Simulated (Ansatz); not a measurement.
How stiff is this cell of AlN?

Cell: a structure deposited in the COD, whose atoms a relaxation with PBE at fixed cell left in place.

```xyz
4
Lattice="3.1100 0.0000 0.0000 -1.5550 2.6933 0.0000 0.0000 0.0000 4.9800" Properties=species:S:1:pos:R:3 pbc="T T T"
Al    1.5550    0.8978    0.0000
Al    0.0000    1.7956    2.4900
N     1.5550    0.8978    1.9024
N     0.0000    1.7956    4.3924
```

Atoms are numbered from 1 in the order listed; like atoms form one site, named after its first atom.

All values are calculated (Ansatz; DFT, PBE, plane waves and PAW, scalar-relativistic, 420 eV cutoff, Γ-centred 11×11×6 k-points, Fermi–Dirac smearing 0.02 eV), not measured.

The cell is stretched along z (the third Cartesian axis of the run's cell), x and y held, and the ions relax again each time. Tension counts as positive.

| strain along z (%) | stress along z (GPa) | stress along x (GPa) | gap on the k-mesh (eV) |
| --- | --- | --- | --- |
| -3 | -14.8 | -8.1 | 4.28 |
| -2 | ? | ? | ? |
| -1 | -7.8 | -5.3 | 4.24 |
| 0 | -4.0 | -4.2 | 4.20 |
| +1 | -0.5 | -3.1 | 4.17 |
| +2 | 3.2 | -2.1 | 4.12 |
| +3 | 6.8 | -1.3 | 4.04 |

Problem. Estimate the row at -2 % from the others.

Solution. stress along z (GPa): -11.4; stress along x (GPa): -6.6; gap on the k-mesh (eV): 4.27. Worked: parabolas through the other 6 rows give -11.3 and -6.7 GPa at -2 %. Their slopes at zero strain are 362 GPa (the stiffness along z) and 114 GPa (the coupling of z to x). They hold at this cell, where the calculated pressure is 4.1 GPa. The gap closes by 34 meV per per cent of stretch between the rows next to zero strain; the parabola gives 4.27 eV for the withheld row.

PBE gaps are too small, by a third to a half in many semiconductors; their changes with strain are better.

All values belong to this cell and structure model.
